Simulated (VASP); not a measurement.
CdIn2O4:

```
CELL_PARAMETERS angstrom
0.00000 4.58300 4.58300
4.58300 0.00000 4.58300
4.58300 4.58300 0.00000
ATOMIC_POSITIONS crystal
Cd 0.00000 0.00000 0.00000
Cd 0.25000 0.25000 0.25000
In 0.62500 0.62500 0.62500
In 0.12500 0.62500 0.62500
In 0.62500 0.62500 0.12500
In 0.62500 0.12500 0.62500
O 0.86500 0.86500 0.86500
O 0.84500 0.38500 0.38500
O 0.86500 0.86500 0.40500
O 0.38500 0.84500 0.38500
O 0.40500 0.86500 0.86500
O 0.38500 0.38500 0.38500
O 0.86500 0.40500 0.86500
O 0.38500 0.38500 0.84500
```

| Item | Value |
| --- | --- |
| Program | VASP 6.6.1 |
| Task | relaxation of cell and atoms |
| Functional | PBEsol |
| Potentials or basis | VASP PAW PBE potentials, release 64 (Cd, In_d, O) |
| Cutoff | 600 eV |
| k mesh | 6 × 6 × 6 |
| Occupations | gaussian, width 0.03 eV |
| Spin | no spin polarisation |

At the start: pressure 0.9 GPa; volume 13.75 Å³/atom.

**Question.** How do energy, volume and symmetry change on relaxing?

**Answer.** Over 5 steps the energy falls by 12.5 meV/atom and the volume is 13.93 Å³/atom (+1.3 %); space group Fd-3m (No. 227, to 0.05 Å).

Step by step:
```tsv
step	energy change (eV)	largest force (eV/Å)	pressure (GPa)	volume (Å³)
1	0.0000	0.9256	0.92	192.52
2	-0.1746	0.0262	0.20	194.73
3	-0.1749	0.0081	0.17	194.81
4	-0.1749	0.0083	-0.15	195.24
5	-0.1750	0.0015	0.00	195.04
```

Final structure:
```
Cd In O
1.0
     0.00000    4.60293    4.60293
     4.60293    0.00000    4.60293
     4.60293    4.60293    0.00000
Cd In O
2 4 8
Direct
  0.00000 0.00000 0.00000
  0.25000 0.25000 0.25000
  0.62500 0.62500 0.62500
  0.12500 0.62500 0.62500
  0.62500 0.62500 0.12500
  0.62500 0.12500 0.62500
  0.86209 0.86209 0.86209
  0.83626 0.38791 0.38791
  0.86209 0.86209 0.41374
  0.38791 0.83626 0.38791
  0.41374 0.86209 0.86209
  0.38791 0.38791 0.38791
  0.86209 0.41374 0.86209
  0.38791 0.38791 0.83626
```

Caveat: the PAW data sets were made with another functional, which shifts forces and pressure a little.
